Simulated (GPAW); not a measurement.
# KCl (Sylvite): optical spectrum from first principles

Wanted: where KCl (Sylvite) starts to absorb, how strongly, and its refractive index.

Calculated with GPAW 26.7.0; DFT, PBE, plane-wave PAW (GPAW data sets), scalar-relativistic, RPA, optical limit.

Most raw output is cut from this account.

## 1. Set-up

Symmetry: Fm-3m, No. 225, cubic system. Conventional cell: a = 6.293 Å, b = 6.293 Å, c = 6.293 Å, α = 90.00°, β = 90.00°, γ = 90.00°. K has 6 Cl at 3.15 Å nearest. Nearest to Cl lie 6 K at 3.15 Å. Farther neighbours and most contacts between anions are not listed.

Coordinates:

```cif
data_structure
_symmetry_space_group_name_H-M 'P 1'
_symmetry_Int_Tables_number 1
_cell_length_a 4.4498
_cell_length_b 4.4498
_cell_length_c 4.4498
_cell_angle_alpha 60.000
_cell_angle_beta 60.000
_cell_angle_gamma 60.000
_cell_volume 62.30
loop_
_atom_site_label
_atom_site_type_symbol
_atom_site_fract_x
_atom_site_fract_y
_atom_site_fract_z
_atom_site_occupancy
K1 K 0.00000 0.00000 0.00000 1
Cl2 Cl 0.50000 0.50000 0.50000 1
```

## 2. Ground state

The self-consistent density comes first; it also tells whether there is a gap, which decides the occupations and the need for a Drude term.

This step: DFT, PBE, plane-wave PAW (GPAW data sets), scalar-relativistic, ground state (GPAW 26.7.0).

Input file gs.py:

```python
from ase import Atoms
from ase.dft.bandgap import bandgap
from gpaw import GPAW, PW, FermiDirac

atoms = Atoms(['K', 'Cl'],
              cell=[[0.000000000000, 3.146470000000, 3.146470000000],
                    [3.146470000000, 0.000000000000, 3.146470000000],
                    [3.146470000000, 3.146470000000, 0.000000000000]],
              scaled_positions=[[0.000000000000, 0.000000000000, 0.000000000000],
                                [0.500000000000, 0.500000000000, 0.500000000000]],
              pbc=[True, True, True])
atoms.calc = GPAW(mode=PW(500), xc='PBE', kpts={'size': (6, 6, 6), 'gamma': True},
                  occupations=FermiDirac(0.05), maxiter=150, txt='gs.txt')
print('energy (eV)', atoms.get_potential_energy())
print('Fermi level (eV)', atoms.calc.get_fermi_level())
print('valence electrons', atoms.calc.get_number_of_electrons())
print('gap (eV)', bandgap(atoms.calc, output=None)[0])
print('direct gap (eV)', bandgap(atoms.calc, direct=True, output=None)[0])
atoms.calc.write('gs.gpw')
```

On the command line:

```sh
$ OMP_NUM_THREADS=1 python gs.py
```

Wall time 5.1 s (1 thread of Arm Neoverse V2, shared host); peak memory 0.14 GiB.

This step gave:

- energy: -6.956 eV
- Fermi energy: 1.678 eV
- gap on the k-mesh: 5.193 eV
- direct gap on the mesh: 5.193 eV
- electrons: 16

There is a gap, 5.19 eV on this mesh (points off the mesh can give less), so no carriers' term is needed.

## 3. Bands for the response

At the fixed density, many empty bands are solved on the mesh of the response, since the spectrum sums over them.

This step: DFT, PBE, plane-wave PAW (GPAW data sets), scalar-relativistic, bands at fixed density (GPAW 26.7.0).

Input file nscf.py:

```python
from ase.dft.bandgap import bandgap
from gpaw import GPAW, FermiDirac

calc = GPAW('gs.gpw').fixed_density(kpts={'size': (10, 10, 10), 'gamma': True}, nbands=44, convergence={'bands': 38},
                                    occupations=FermiDirac(0.001), txt='nscf.txt')
print('gap (eV)', bandgap(calc, output=None)[0])
print('direct gap (eV)', bandgap(calc, direct=True, output=None)[0])
print('top band over the Fermi level (eV)', min(calc.get_eigenvalues(kpt=k)[37] for k in range(len(calc.get_ibz_k_points()))) - calc.get_fermi_level())
calc.write('full.gpw', mode='all')
```

On the command line:

```sh
$ OMP_NUM_THREADS=1 python nscf.py
```

It took 1.7 min on 1 thread; peak memory 0.21 GiB.

## 4. Dielectric function, RPA

Local fields let the induced charge screen the field inside the cell, which as a rule lowers ε, most along directions where the density is uneven.

This step: DFT, PBE, plane-wave PAW (GPAW data sets), scalar-relativistic, RPA, optical limit (GPAW 26.7.0).

Input file df.py:

```python
from gpaw.response.df import DielectricFunction

df = DielectricFunction('full.gpw', frequencies={'type': 'nonlinear', 'domega0': 0.03, 'omega2': 8},
                        ecut=50,
                        eta=0.15,
                        nbands=38,
                        txt='df.txt')
for direction in ['x', 'z']:
    df.get_dielectric_function(xc='RPA', direction=direction, filename=f'df_{direction}.csv')
```

On the command line:

```sh
$ OMP_NUM_THREADS=1 python df.py
```

Wall time 10 s (1 thread); peak memory 0.28 GiB.

Numbers from this step:

* electronic dielectric constant ε∞, mean over x, y and z (by symmetry where fewer were run): 2.167
* main peak of Im epsilon, first axis: 8.020 eV

Some rows of df_x.csv (energy; Re and Im without local fields; Re and Im with them):

```text
0.000000, 2.571584, 0.000000, 2.167213, 0.000000
0.429336, 2.574664, 0.002161, 2.169389, 0.001528
0.878195, 2.584584, 0.004500, 2.176404, 0.003183
1.347938, 2.602716, 0.007139, 2.189235, 0.005055
1.840057, 2.631083, 0.010258, 2.209335, 0.007275
2.356191, 2.672776, 0.014154, 2.238941, 0.010066
2.898142, 2.732761, 0.019370, 2.281686, 0.013837
3.467895, 2.819671, 0.027027, 2.343996, 0.019462
4.067647, 2.950639, 0.040051, 2.438969, 0.029303
4.699832, 3.170015, 0.070931, 2.602172, 0.054059
5.367152, 3.598415, 0.322130, 2.931841, 0.275714
6.072622, 3.717400, 0.820726, 2.930711, 0.698710
6.819608, 4.253694, 1.434155, 3.144182, 1.013923
7.611886, 3.382667, 2.876359, 2.736171, 1.846027
8.453705, 1.770024, 2.547241, 1.492924, 1.899625
9.349861, 2.330920, 1.632256, 1.559555, 0.928740
10.305790, 1.249222, 3.846074, 2.157376, 2.006738
11.327680, -0.225126, 1.828822, 0.581505, 2.028680
12.422601, 0.729299, 0.871823, 0.579814, 0.796588
13.598673, 0.815771, 1.090136, 0.816353, 0.809917
```

Values under the direct gap are tails of Lorentzian lines. Im ε, E ∥ x or z against photon energy; read off at these points:

```tsv
photon energy (eV)	Im ε, E ∥ x or z
0.000	0
0.250	8.9e-4
0.500	0.00178
0.750	0.00270
1.000	0.00365
1.250	0.00465
1.500	0.00571
1.750	0.00684
2.000	0.00808
2.250	0.00944
2.500	0.0110
2.750	0.0127
3.000	0.0147
3.250	0.0170
3.500	0.0199
3.750	0.0234
4.000	0.0279
4.250	0.0339
4.500	0.0429
4.750	0.0579
5.000	0.0929
5.250	0.185
5.500	0.416
5.750	0.399
6.000	0.627
6.250	0.600
6.500	0.697
6.750	0.943
7.000	1.16
7.250	1.32
7.500	1.89
7.750	1.80
8.000	2.64
8.250	2.24
8.500	1.87
8.750	1.59
9.000	1.33
9.250	1.02
9.500	0.912
9.750	1.04
10.000	1.33
10.250	1.91
10.500	2.17
10.750	2.20
11.000	2.29
11.103	2.33
11.250	2.18
11.500	1.91
11.750	1.51
12.000	1.06
12.250	0.895
12.500	0.789
12.750	0.779
13.000	0.705
13.250	0.725
13.500	0.780
13.750	0.749
```

The Re ε, E ∥ x or z by photon energy:

```tsv
photon energy (eV)	Re ε, E ∥ x or z
0.0	2.17
0.5	2.17
1.0	2.18
1.5	2.19
2.0	2.22
2.5	2.25
3.0	2.29
3.5	2.35
4.0	2.43
4.5	2.54
5.0	2.73
5.5	2.89
6.0	2.99
6.5	3.14
7.0	3.02
7.5	2.96
8.0	2.41
8.5	1.50
9.0	1.39
9.5	1.78
10.0	2.29
10.5	1.87
11.0	1.21
11.5	0.515
12.0	0.331
12.5	0.632
13.0	0.741
13.5	0.858
```

Values under the direct gap are tails of Lorentzian lines. Table of Im ε, E ∥ x or z by photon energy; read off at these points:

```tsv
photon energy (eV)	without local fields	with local fields
0.00	0	0
0.50	0.00252	0.00178
1.00	0.00516	0.00365
1.50	0.00806	0.00571
2.00	0.0114	0.00808
2.50	0.0154	0.0110
3.00	0.0205	0.0147
3.50	0.0276	0.0199
4.00	0.0382	0.0279
4.50	0.0573	0.0429
5.00	0.116	0.0929
5.50	0.475	0.416
6.00	0.742	0.627
6.50	0.897	0.697
7.00	1.73	1.16
7.50	3.00	1.89
8.00	3.80	2.64
8.50	2.53	1.87
9.00	1.89	1.33
9.50	1.83	0.912
10.00	3.33	1.33
10.24	4.00	1.89
10.50	3.57	2.17
11.00	2.78	2.29
11.10	2.45	2.33
11.50	1.64	1.91
12.00	0.907	1.06
12.50	0.902	0.789
13.00	0.909	0.705
13.50	1.09	0.780
```

Table of refractive index n and extinction k by photon energy:

```tsv
photon energy (eV)	n	k
0.0	1.47	0
0.5	1.47	6.1e-4
1.0	1.48	0.00124
1.5	1.48	0.00193
2.0	1.49	0.00271
2.5	1.50	0.00366
3.0	1.51	0.00485
3.5	1.53	0.00648
4.0	1.56	0.00894
4.5	1.59	0.0134
5.0	1.65	0.0281
5.5	1.71	0.122
6.0	1.74	0.180
6.5	1.78	0.195
7.0	1.77	0.327
7.5	1.80	0.526
8.0	1.73	0.764
8.5	1.40	0.672
9.0	1.29	0.515
9.5	1.38	0.331
10.0	1.57	0.423
10.5	1.54	0.706
11.0	1.38	0.832
11.5	1.12	0.855
12.0	0.848	0.623
12.5	0.907	0.435
13.0	0.939	0.376
13.5	1.00	0.388
```

Reflectivity at normal incidence, E ∥ x or z against photon energy; read off at these points:

```tsv
photon energy (eV)	reflectivity at normal incidence, E ∥ x or z (%)
0.00	3.65
0.50	3.66
1.00	3.70
1.50	3.76
2.00	3.86
2.50	4.00
3.00	4.18
3.50	4.42
4.00	4.75
4.50	5.24
5.00	6.07
5.50	6.99
6.00	7.68
6.50	8.38
7.00	8.99
7.50	11.3
8.00	13.9
8.50	9.82
9.00	6.33
9.50	4.37
10.00	7.46
10.50	11.4
11.00	13.2
11.50	14.3
11.71	16.8
12.00	10.8
12.50	5.19
13.00	3.71
13.50	3.62
13.69	4.34
```

At chosen wavelengths:

```tsv
wavelength (nm)	n	k	R (%)	1/α
1550	1.47	0.001	3.7	126 µm
1064	1.48	0.001	3.7	58 µm
800	1.48	0.002	3.8	32 µm
450	1.51	0.004	4.1	8.5 µm
405	1.52	0.005	4.2	6.4 µm
365	1.53	0.006	4.4	4.8 µm
193	1.75	0.173	7.9	89 nm
```

Below the direct gap, k and the depth come from the tails of the Lorentzian lines, not from transitions.

Rows near the edge hang on the gap, which this functional as a rule makes too small, and phonon-assisted absorption is left out.

## 5. What came out

| Item | Value |
| --- | --- |
| electronic dielectric constant ε∞, mean over x, y and z (by symmetry where fewer were run) (RPA) | 2.17 |
| main peak of Im epsilon, first axis | 8.02 eV |

In words: At this level (PBE, RPA) KCl has ε∞ = 2.17 and n = 1.47 at 1550 nm, and Im ε peaks at 8.0 eV. On the mesh the gap is 5.19 eV and the least direct gap 5.19 eV. Local fields change the static value along x from 2.57 to 2.17 (-16 %). Distinct maxima of Im ε, read by a parabola through the highest points, lie at 7.53 eV (1.9), 8.02 eV (2.7), 11.09 eV (2.3) and 13.61 eV (0.81). Excitons and phonon-assisted transitions are missing; PBE gaps are as a rule too small, which pulls the onset down and ε∞ up. The sum runs over mesh points, so small or evenly spaced maxima can still be ripples of the mesh.

[Machine, clock and banner lines and Python warnings are left out of the logs.]

[Logs are printed without paths, hosts, clocks, repeated set-up lines and the standing remarks that a program may print on its own settings, such as how far it seeks lower states.]

[Hosts, paths, dates, database ids (printed as entryN), source tags and the programs' standing remarks are cut or masked in the printed files.]
